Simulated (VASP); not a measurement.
Set up this calculation in VASP 6.6.1, as the native input.

- Task: relaxation of cell and atoms
- Functional: LDA
- Potentials or basis: VASP PAW LDA potentials, release 64 (Cu)
- Cutoff: 600 eV
- k mesh: 20 × 20 × 20
- Occupations: gaussian, width 0.1 eV
- Spin: no spin polarisation
- Further INCAR settings: ALGO = Fast; EDIFF = 1e-07; IBRION = 2; EDIFFG = -0.005; NSW = 90; ISIF = 3

The structure of Cu lies in POSCAR:

```
Cu
1.0
   -1.4427933200      1.4427933200      1.3760814500
    1.4427933200     -1.4427933200      1.3760814500
    1.4427933200      1.4427933200     -1.3760814500
Cu
1
Direct
    0.0000000000      0.0000000000      0.0000000000
```

This isn't the form of Cu at room conditions, which is fcc.

These files were run (other wordings do the same):

INCAR

```
SYSTEM = Cu
PREC = Accurate ; ENCUT = 600
EDIFF = 1E-7 ; ISMEAR = 0
SIGMA = 0.1 ; LREAL = .False.
LASPH = .True. ; NELM = 100
ALGO = Fast ; ISIF = 3
LWAVE = .False. ; LCHARG = .False.
IBRION = 2 ; NSW = 90
EDIFFG = -0.005
```

KPOINTS

```
regular mesh
0
Gamma
  20 20 20
  0 0 0
```

Potentials or basis: VASP PAW LDA potentials, release 64 (Cu).

The run is started by

```bash
$ cat potpaw_LDA.64/Cu/POTCAR > POTCAR
$ mpirun -np 1 vasp_std > vasp.out
```

It gave:

```yaml
Relaxed_volume: 10.99 Å³/atom
Relaxed_cell: a = 2.428 Å, b = 2.428 Å, c = 2.428 Å, α = 107.78°, β = 107.78°, γ = 112.91°
Space_group_after_relaxing_to_0.05_Å: I4/mmm (No. 139)
Energy_gained_by_relaxing: 11.0 meV/atom
Ionic_steps: 13
Pressure_after_relaxing: 0.0 GPa
Band_gap_on_the_k_mesh: none (metal or under the smearing width)
```

Wall time 3.5 min on 1 thread of Intel(R) Xeon(R) 6975P-C (Granite Rapids), on a shared host, peak memory 0.23 GiB.
